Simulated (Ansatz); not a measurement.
**Computed against measured: atomisation enthalpy at 298 K**

6 molecules with nitrogen; the atomisation enthalpy at 298 K in kJ/mol, computed less measured. Shapes, held fixed at every level: PBE0-D4/def2-TZVP. Flexible molecules stand in one conformer, not always the lowest. Thermal terms are harmonic and unscaled (PBE0-D4/def2-TZVP); the spin-orbit lowering of the free atoms is taken from their spectra. Programs: Ansatz 0.2.0. Measured values: CRC Handbook of Chemistry and Physics.

Levels: A = HF/def2-TZVPP; B = r2SCAN0-D4/def2-TZVPP; C = CCSD(T)/def2-SVP.

| molecule | from tabulated heats | A | B | C |
| --- | --- | --- | --- | --- |
| C2H3N (SMILES [C-]#[N+]C) | 2397 | -759 | -78 | -134 |
| C2H3N (acetonitrile) | 2486 | -765 | -67 | -126 |
| C2H5NO (acetamide) | 3484 | -1100 | -70 | -199 |
| C3H5NO (acrylamide) | 4092 | -1286 | -82 | -218 |
| C4H7N (butyronitrile) | 4832 | -1357 | -81 | -212 |
| C4H9N (pyrrolidine) | 5306 | -1492 | -61 | -246 |

Sum up the errors.


```
                level                   kind  mean error  mean absolute error  worst case
        HF/def2-TZVPP           Hartree–Fock     -1126.5               1126.5       C4H9N
r2SCAN0-D4/def2-TZVPP          global hybrid       -73.2                 73.2      C3H5NO
     CCSD(T)/def2-SVP  coupled cluster or CI      -189.2                189.2       C4H9N
```

On this set r2SCAN0-D4/def2-TZVPP has the smallest mean absolute error and HF/def2-TZVPP the largest. HF/def2-TZVPP is too low in 6 of 6; r2SCAN0-D4/def2-TZVPP is too low in 6 of 6; CCSD(T)/def2-SVP is too low in 6 of 6. Heats of the atoms come from ATcT where it has them. The levels differ in basis as well as in method. The tabulated value of C2H3N (isocyanomethane) is in doubt (older tables, estimates, or at odds with other calculations) and kept here. Over the 5 molecules whose values aren't doubted the mean absolute errors are A 1200.0; B 72.2; C 200.2. For HF/def2-TZVPP and CCSD(T)/def2-SVP the error tends to grow with the atomisation enthalpy. Hartree–Fock lacks correlation and underbinds. Correlated wave functions converge slowly with the basis. The set is small.
